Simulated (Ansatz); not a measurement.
# MgO (Fm-3m) in Ansatz: equation of state

How stiff is MgO in PBE, and what volume does it want? The cell is scaled to several volumes.

Everything below comes from runs of Ansatz 0.2.0. Logs are shortened: lines on timing, memory, paths and dates and some standing lists are left out, and cuts for length are marked.

**1. Starting point**

Symmetry: Fm-3m, No. 225, cubic system. Conventional cell: a = 4.194 Å, b = 4.194 Å, c = 4.194 Å, α = 90.00°, β = 90.00°, γ = 90.00°. Mg (site symmetry m-3m) has 6 O at 2.10 Å as nearest neighbours. O (site symmetry m-3m) is surrounded by 6 Mg at 2.10 Å.

The cell is a database's computed one.

**2. Single point, PBE, 8.67 Å³/atom (volume scaled by 0.94)**

Input file input.yaml:

```yaml
crystal:
  lattice:
    - [0.0, 2.0541934342, 2.0541934342]
    - [2.0541934342, 0.0, 2.0541934342]
    - [2.0541934342, 2.0541934342, 0.0]
  atoms:
    - { symbol: Mg, position: [0.0, 0.0, 0.0] }
    - { symbol: O, position: [0.5, 0.5, 0.5] }
hamiltonian:
  xc: pbe
  pseudopotentials: { kind: paw }
kpoints:
  mp_grid: { grid: [11, 11, 11] }
scf:
  occupations: { method: fermi_dirac, width: 0.05 }
output:
  forces: true
  stress: true
  eigenvalues: true
```

Potentials or basis: Ansatz PAW.

Launch:

```
> ansatz run input.yaml --threads 1 --pin off --max-ram 2560MiB --backend cpu --events-out ev --progress --plain --runs-dir out
```

Standard output:

```text
Warning: RAYON_NUM_THREADS=1 ignored (pool sized by the plan → 1); use --threads N
Engine: ansatz 0.2.0, aarch64-unknown-linux-gnu
Pseudopotentials: kind: paw
Pseudopotential: Mg, paw, valence charge 10, recommended cutoff 420 eV (normal), Mg.paw.azcp
Pseudopotential: O, paw, valence charge 6, recommended cutoff 420 eV (normal), O.paw.azcp
Functional definition: PBE
  parameter kappa = 0.804
  parameter beta = 0.06672455060314922
  exchange = pbe_x(kappa = kappa, mu = beta*pi^2/3)
  correlation = pbe_c(beta = beta)
Crystal: 2 atoms, lattice volume = 17.336 Å³
Basis set: ecut = 420 eV, 331 PW (Γ), exchange–correlation on 40×40×40 points (8 copies of the dense FFT grid, shifted against one another)
Bands: 12, of which v1, the nominal top of the filled ones, is band 8 counted from 1 (7 counted from 0)
Symmetry: 48 space group operations
Space group: Fm-3m (ITA 225), of the structure as read, at distance tolerance 2.6e-5 Å
k-points: 56 of 1331
Non-local potential: Mg, projectors of the file, l = 0: 3, l = 1: 2, l = 2: 1
Non-local potential: O, projectors of the file, l = 0: 2, l = 1: 2, l = 2: 1
PAW form: soft (Blöchl's): semilocal exchange-correlation on the pseudo side does not see the compensation charge
PAW one-centre angular grid: Mg, 110 points (default); XC on 64 Gauss nodes
PAW one-centre angular grid: O, 110 points (default); XC on 64 Gauss nodes
Initial density: superposition of atomic densities (neutral atoms: chi_scale 0, normalization atom), corrected by the library's trained network
Initial wavefunctions: pseudopotential atomic-orbital guess
Functional: x = pbe(κ = 0.804, μ = 0.2195149727645171), c = pbe(β = 0.06672455060314922)
SCF iter   1: F=—  HF=-2494.033837 eV  |F-HF|=—  |Δ(HF+E_count)|=         —  Δρ=1.14e-3  dr2=1.53e-4  ethr=1.77e-3  ⟨swp⟩=5.4  Hψ=3873  notcnv=0
preconditioner: auto → none  [insulator: Δε(μ)=5.494 eV  Ē_g=19.415 eV  σ=0.050 eV  W_gap=1.00  n_scr=8 (ndim 8)  ℏωp=25.2 eV  f_vac=0.000  D(μ)=0.00/eV (n_scr^D=0)  ε∞_Penn≈2.7]
SCF iter   2: F=—  HF=-2494.034004 eV  |F-HF|=—  |Δ(HF+E_count)|=   1.67e-4  Δρ=5.11e-4  dr2=1.42e-5  ethr=9.57e-7  ⟨swp⟩=2.4  Hψ=1577  notcnv=0
SCF iter   3: F=—  HF=-2494.034034 eV  |F-HF|=—  |Δ(HF+E_count)|=   3.02e-5  Δρ=2.34e-4  dr2=2.51e-6  ethr=8.90e-8  ⟨swp⟩=2.4  Hψ=936  notcnv=0
SCF iter   4: F=—  HF=-2494.034051 eV  |F-HF|=—  |Δ(HF+E_count)|=   1.73e-5  Δρ=9.28e-5  dr2=7.39e-7  ethr=1.57e-8  ⟨swp⟩=2.0  Hψ=1120  notcnv=0
SCF iter   5: F=—  HF=-2494.034051 eV  |F-HF|=—  |Δ(HF+E_count)|=   3.30e-7  Δρ=4.05e-5  dr2=1.31e-7  ethr=4.62e-9  ⟨swp⟩=2.1  Hψ=1120  notcnv=0
SCF iter   6: F=-2494.034051 eV  HF=-2494.034051 eV  |F-HF|=5.89e-10  |Δ(HF+E_count)|=   9.50e-8  Δρ=2.68e-6  dr2=4.41e-10  ethr=6.25e-10  ⟨swp⟩=4.9  Hψ=2928  notcnv=0
SCF 1 converged in 6 iterations: F = -2494.034051 eV  dr2 = 4.41e-10
SCF converged after 6 iterations
Free energy (F): -2494.034051 eV
Harris-Foulkes:  -2494.034051 eV  (|F-HF|=5.89e-10)
Internal energy: -2494.034051 eV  (E = F + TS)
E sigma→0 (E₀):  -2494.034051 eV
Fermi energy:    11.910133 eV
--- Per-component energies (eV) ---
  E_band       = -276.421082
  E_kinetic    = 258.130577
  E_local      = -1554.964915  (includes V_loc(G=0)·N_el)
  E_nonlocal   = 142.989849
  E_hartree    = 537.632276
  E_xc         = -106.000892
  E_vxc        = -135.902973  (∫ρ·V_xc dr)
  E_paw        = -449.919664  (= ΣΔE_a)
  E_vpaw       = -61.941499  (= ΣTr[D̂ρ^β])
  E_aug_tail   = 0.002576  (compensation charges beyond the density's cutoff)
  E_ewald      = -1321.903857
  E_smearing   = -0.000000  (= −TS)
  E_closure    = 0.000000  (closes the sum)
  Σ components = -2494.034051   (vs F -2494.034051, Δ=0.00e0)
--- Forces (eV/Å), atoms counted from 1 ---
  atom   1  Mg    -0.00000000     0.00000000     0.00000000
  atom   2  O      0.00000000     0.00000000    -0.00000000
  max |Σ_I F_I| component: 9.89e-30 eV/Å
--- Stress (GPa, compression-positive) ---
       19.278167       0.000000      -0.000000
        0.000000      19.278167      -0.000000
       -0.000000       0.000000      19.278167
  P = ⅓ Tr σ = 19.2782 GPa (192.782 kbar)
--- Band table (eV; the first three rows and the last of 56) ---
  k-point 0: bands = ["-62.9444", "-29.6544", "-29.6544", "-29.6544", "-8.5485", "9.1013", "9.1013", "9.1013", "14.6046", "25.3508", "25.3508", "25.3508"]
  k-point 1: bands = ["-62.9434", "-29.6639", "-29.6553", "-29.6553", "-8.4451", "8.5410", "9.0376", "9.0376", "15.1276", "24.2321", "25.5738", "25.5738"]
  k-point 2: bands = ["-62.9407", "-29.6892", "-29.6577", "-29.6577", "-8.1557", "7.3146", "8.8718", "8.8718", "16.1945", "22.7913", "26.0930", "26.0930"]
  k-point 55: bands = ["-62.9278", "-29.7259", "-29.7216", "-29.6923", "-6.7189", "5.7777", "6.0028", "7.3450", "20.8275", "21.5930", "22.2207", "25.9461"]
```

It took 0.69 s on 1 thread of Arm Neoverse V2, shared host; peak memory 0.25 GiB.

What came out:

| Item | Value |
| --- | --- |
| Free energy | -2494.0341 eV |
| Pressure | 19.3 GPa |
| Band gap on the k mesh | 5.50 eV, direct |

Caveat: odd divisions of the mesh miss points on the zone boundary, where band edges often lie, so the gap on the mesh can be too wide; the pressure holds a Pulay correction of +0.6 GPa for the finite cutoff.

**3. Single point, PBE, 8.85 Å³/atom (volume scaled by 0.96)**

input.yaml, as its differences from that of step 2:

```diff
@@ -2,5 +2,5 @@
   lattice:
-    - [0.0, 2.0541934342, 2.0541934342]
-    - [2.0541934342, 0.0, 2.0541934342]
-    - [2.0541934342, 2.0541934342, 0.0]
+    - [0.0, 2.0686600618, 2.0686600618]
+    - [2.0686600618, 0.0, 2.0686600618]
+    - [2.0686600618, 2.0686600618, 0.0]
   atoms:
@@ -19 +19,5 @@
   eigenvalues: true
+  write_density: true
+  write_potential: true
+  elf: true
+  volumetric_format: npy
```

Potentials or basis: Ansatz PAW.

Launch:

```
> ansatz run input.yaml --threads 1 --pin off --max-ram 2560MiB --backend cpu --events-out ev --progress --plain --runs-dir out
```

Wall time 0.9 s (1 thread of Arm Neoverse V2, shared host); peak memory 0.25 GiB.

The run converged. Its results:

| Item | Value |
| --- | --- |
| Free energy | -2494.0730 eV |
| Pressure | 14.7 GPa |
| Band gap on the k mesh | 5.28 eV, direct |

Caveat: odd divisions of the mesh miss points on the zone boundary, where band edges often lie, so the gap on the mesh can be too wide; the pressure holds a Pulay correction of +0.6 GPa for the finite cutoff.

**4. Single point, PBE, 9.04 Å³/atom (volume scaled by 0.98)**

Input file input.yaml:

```yaml
crystal:
  lattice:
    - [0.0, 2.0829271338, 2.0829271338]
    - [2.0829271338, 0.0, 2.0829271338]
    - [2.0829271338, 2.0829271338, 0.0]
  atoms:
    - { symbol: Mg, position: [0.0, 0.0, 0.0] }
    - { symbol: O, position: [0.5, 0.5, 0.5] }
hamiltonian:
  xc: pbe
  pseudopotentials: { kind: paw }
kpoints:
  mp_grid: { grid: [11, 11, 11] }
scf:
  occupations: { method: fermi_dirac, width: 0.05 }
output:
  forces: true
  stress: true
  eigenvalues: true
```

Launch:

```
> ansatz run input.yaml --threads 1 --pin off --max-ram 2560MiB --backend cpu --events-out ev --progress --plain --runs-dir out
```

Wall time 0.75 s (1 thread of Arm Neoverse V2, shared host); peak memory 0.25 GiB.

Results (log left out):

```
Free energy            : -2494.1021 eV
Pressure               : 10.6 GPa
Band gap on the k mesh : 5.07 eV, direct
```

Caveat: odd divisions of the mesh miss points on the zone boundary, where band edges often lie, so the gap on the mesh can be too wide; the pressure holds a Pulay correction of +0.6 GPa for the finite cutoff.

**5. Single point, PBE, 9.22 Å³/atom**

input.yaml, as its differences from that of step 4:

```diff
@@ -2,5 +2,5 @@
   lattice:
-    - [0.0, 2.0829271338, 2.0829271338]
-    - [2.0829271338, 0.0, 2.0829271338]
-    - [2.0829271338, 2.0829271338, 0.0]
+    - [0.0, 2.0970013927, 2.0970013927]
+    - [2.0970013927, 0.0, 2.0970013927]
+    - [2.0970013927, 2.0970013927, 0.0]
   atoms:
@@ -19 +19,5 @@
   eigenvalues: true
+  write_density: true
+  write_potential: true
+  elf: true
+  volumetric_format: npy
```

Potentials or basis: Ansatz PAW.

Launch:

```
> ansatz run input.yaml --threads 1 --pin off --max-ram 2560MiB --backend cpu --events-out ev --progress --plain --runs-dir out
```

Standard output:

```text
Warning: RAYON_NUM_THREADS=1 ignored (pool sized by the plan → 1); use --threads N
Engine: ansatz 0.2.0, aarch64-unknown-linux-gnu
Pseudopotentials: kind: paw
Pseudopotential: Mg, paw, valence charge 10, recommended cutoff 420 eV (normal), Mg.paw.azcp
Pseudopotential: O, paw, valence charge 6, recommended cutoff 420 eV (normal), O.paw.azcp
Functional definition: PBE
  parameter kappa = 0.804
  parameter beta = 0.06672455060314922
  exchange = pbe_x(kappa = kappa, mu = beta*pi^2/3)
  correlation = pbe_c(beta = beta)
Crystal: 2 atoms, lattice volume = 18.443 Å³
Basis set: ecut = 420 eV, 339 PW (Γ), exchange–correlation on 40×40×40 points (8 copies of the dense FFT grid, shifted against one another)
Bands: 12, of which v1, the nominal top of the filled ones, is band 8 counted from 1 (7 counted from 0)
Symmetry: 48 space group operations
Space group: Fm-3m (ITA 225), of the structure as read, at distance tolerance 2.6e-5 Å
k-points: 56 of 1331
[... 24 lines left out ...]
Fermi energy:    10.791491 eV
--- Per-component energies (eV) ---
  E_band       = -289.824715
  E_kinetic    = 256.228109
  E_local      = -1594.291202  (includes V_loc(G=0)·N_el)
  E_nonlocal   = 142.843505
  E_hartree    = 551.485676
  E_xc         = -105.411153
  E_vxc        = -135.097025  (∫ρ·V_xc dr)
  E_paw        = -450.061189  (= ΣΔE_a)
  E_vpaw       = -62.481081  (= ΣTr[D̂ρ^β])
  E_aug_tail   = 0.002518  (compensation charges beyond the density's cutoff)
  E_ewald      = -1294.918655
  E_smearing   = -0.000000  (= −TS)
  E_closure    = 0.000000  (closes the sum)
  Σ components = -2494.122391   (vs F -2494.122391, Δ=0.00e0)
--- Forces (eV/Å), atoms counted from 1 ---
  atom   1  Mg    -0.00000000     0.00000000     0.00000000
  atom   2  O      0.00000000    -0.00000000    -0.00000000
  max |Σ_I F_I| component: 2.57e-29 eV/Å
--- Stress (GPa, compression-positive) ---
        6.907522       0.000000       0.000000
        0.000000       6.907522      -0.000000
        0.000000       0.000000       6.907522
  P = ⅓ Tr σ = 6.9075 GPa (69.075 kbar)
--- Band table (eV; the first three rows and the last of 56) ---
  k-point 0: bands = ["-63.9555", "-30.6748", "-30.6748", "-30.6748", "-9.0220", "8.2960", "8.2960", "8.2960", "13.1654", "24.1918", "24.1918", "24.1918"]
  k-point 1: bands = ["-63.9547", "-30.6821", "-30.6755", "-30.6755", "-8.9294", "7.7456", "8.2390", "8.2390", "13.6950", "23.0919", "24.3956", "24.3956"]
  k-point 2: bands = ["-63.9528", "-30.7017", "-30.6774", "-30.6774", "-8.6707", "6.5696", "8.0896", "8.0896", "14.7693", "21.6442", "24.8524", "24.8524"]
  k-point 55: bands = ["-63.9433", "-30.7309", "-30.7275", "-30.7046", "-7.3919", "5.1787", "5.3886", "6.6519", "19.6291", "20.3185", "20.6405", "24.2964"]
```

v_z.tsv:

```text
# z_ang	v_es[eV]	v_tot[eV]
# format = ansatz-planar-average/11
# xc	pbe
# density_cutoff_ev	1680
# datasets	Mg=:simpson_from_first_knot:soft	O=:simpson_from_first_knot:soft
# lattice	0.000000000	2.097001393	2.097001393
# lattice	2.097001393	0.000000000	2.097001393
# lattice	2.097001393	2.097001393	0.000000000
# sites	2
# site	12	0.000000000	0.000000000	0.000000000
# site	8	2.097001393	2.097001393	2.097001393
0.000000	-2.513506e0	-1.221629e1
0.148280	-1.896742e0	-1.163953e1
0.296561	-2.018499e-1	-1.004925e1
0.444841	2.162819e0	-7.837896e0
0.593122	4.529092e0	-5.665345e0
0.741402	5.746952e0	-4.738136e0
[... 12 lines left out ...]
2.669047	-2.018499e-1	-1.004925e1
2.817327	-1.896742e0	-1.163953e1
```

It took 1 s on 1 thread of Arm Neoverse V2, shared host; peak memory 0.25 GiB.

Results:

| Item | Value |
| --- | --- |
| Free energy | -2494.1224 eV |
| Pressure | 6.9 GPa |
| Band gap on the k mesh | 4.87 eV, direct |

Caveat: odd divisions of the mesh miss points on the zone boundary, where band edges often lie, so the gap on the mesh can be too wide; the pressure holds a Pulay correction of +0.6 GPa for the finite cutoff.

**6. Single point, PBE, 9.41 Å³/atom (volume scaled by 1.02)**

Input file input.yaml:

```yaml
crystal:
  lattice:
    - [0.0, 2.1108892239, 2.1108892239]
    - [2.1108892239, 0.0, 2.1108892239]
    - [2.1108892239, 2.1108892239, 0.0]
  atoms:
    - { symbol: Mg, position: [0.0, 0.0, 0.0] }
    - { symbol: O, position: [0.5, 0.5, 0.5] }
hamiltonian:
  xc: pbe
  pseudopotentials: { kind: paw }
kpoints:
  mp_grid: { grid: [11, 11, 11] }
scf:
  occupations: { method: fermi_dirac, width: 0.05 }
output:
  forces: true
  stress: true
  eigenvalues: true
```

Potentials or basis: Ansatz PAW.

Launch:

```
> ansatz run input.yaml --threads 1 --pin off --max-ram 2560MiB --backend cpu --events-out ev --progress --plain --runs-dir out
```

Wall time 0.78 s (1 thread of Arm Neoverse V2, shared host); peak memory 0.25 GiB.

It converged, with:

| Property | Result |
| --- | --- |
| Free energy | -2494.1343 eV |
| Pressure | 3.5 GPa |
| Band gap on the k mesh | 4.68 eV, direct |

Caveat: odd divisions of the mesh miss points on the zone boundary, where band edges often lie, so the gap on the mesh can be too wide; the pressure holds a Pulay correction of +0.6 GPa for the finite cutoff.

**7. Single point, PBE, 9.59 Å³/atom (volume scaled by 1.04)**

input.yaml, as its differences from that of step 6:

```diff
@@ -2,5 +2,5 @@
   lattice:
-    - [0.0, 2.1108892239, 2.1108892239]
-    - [2.1108892239, 0.0, 2.1108892239]
-    - [2.1108892239, 2.1108892239, 0.0]
+    - [0.0, 2.1245966808, 2.1245966808]
+    - [2.1245966808, 0.0, 2.1245966808]
+    - [2.1245966808, 2.1245966808, 0.0]
   atoms:
@@ -19 +19,5 @@
   eigenvalues: true
+  write_density: true
+  write_potential: true
+  elf: true
+  volumetric_format: npy
```

Launch:

```
> ansatz run input.yaml --threads 1 --pin off --max-ram 2560MiB --backend cpu --events-out ev --progress --plain --runs-dir out
```

Run time: 1 s. Hardware: 1 thread of Arm Neoverse V2, shared host; peak memory 0.26 GiB.

Results (log left out):

```yaml
Free_energy: -2494.1389 eV
Pressure: 0.5 GPa
Band_gap_on_the_k_mesh: 4.49 eV, direct
```

Caveat: odd divisions of the mesh miss points on the zone boundary, where band edges often lie, so the gap on the mesh can be too wide; the pressure holds a Pulay correction of +0.6 GPa for the finite cutoff.

**8. Single point, PBE, 9.77 Å³/atom (volume scaled by 1.06)**

Input file input.yaml:

```yaml
crystal:
  lattice:
    - [0.0, 2.1381295086, 2.1381295086]
    - [2.1381295086, 0.0, 2.1381295086]
    - [2.1381295086, 2.1381295086, 0.0]
  atoms:
    - { symbol: Mg, position: [0.0, 0.0, 0.0] }
    - { symbol: O, position: [0.5, 0.5, 0.5] }
hamiltonian:
  xc: pbe
  pseudopotentials: { kind: paw }
kpoints:
  mp_grid: { grid: [11, 11, 11] }
scf:
  occupations: { method: fermi_dirac, width: 0.05 }
output:
  forces: true
  stress: true
  eigenvalues: true
```

Launch:

```
> ansatz run input.yaml --threads 1 --pin off --max-ram 2560MiB --backend cpu --events-out ev --progress --plain --runs-dir out
```

Wall time 0.81 s (1 thread of Arm Neoverse V2, shared host); peak memory 0.26 GiB.

The run converged. Its results:

* Free energy: -2494.1367 eV
* Pressure: -2.3 GPa
* Band gap on the k mesh: 4.32 eV, direct

Caveat: odd divisions of the mesh miss points on the zone boundary, where band edges often lie, so the gap on the mesh can be too wide; the pressure holds a Pulay correction of +0.6 GPa for the finite cutoff.

**9. Equation of state, PBE**

Potentials or basis: Ansatz PAW.

No new run: the results of the series are fitted here.

What came out:

```yaml
Equilibrium_volume: 9.62 Å³/atom
Bulk_modulus: 151 GPa
Pressure_derivative_of_the_bulk_modulus: 3.9
```

Energy against volume, from the lowest point:
```
volume (Å³/atom)  energy (meV/atom)
           8.668              52.40
           8.853              32.90
           9.037              18.36
           9.221               8.23
           9.406               2.30
           9.590               0.00
           9.775               1.08
```
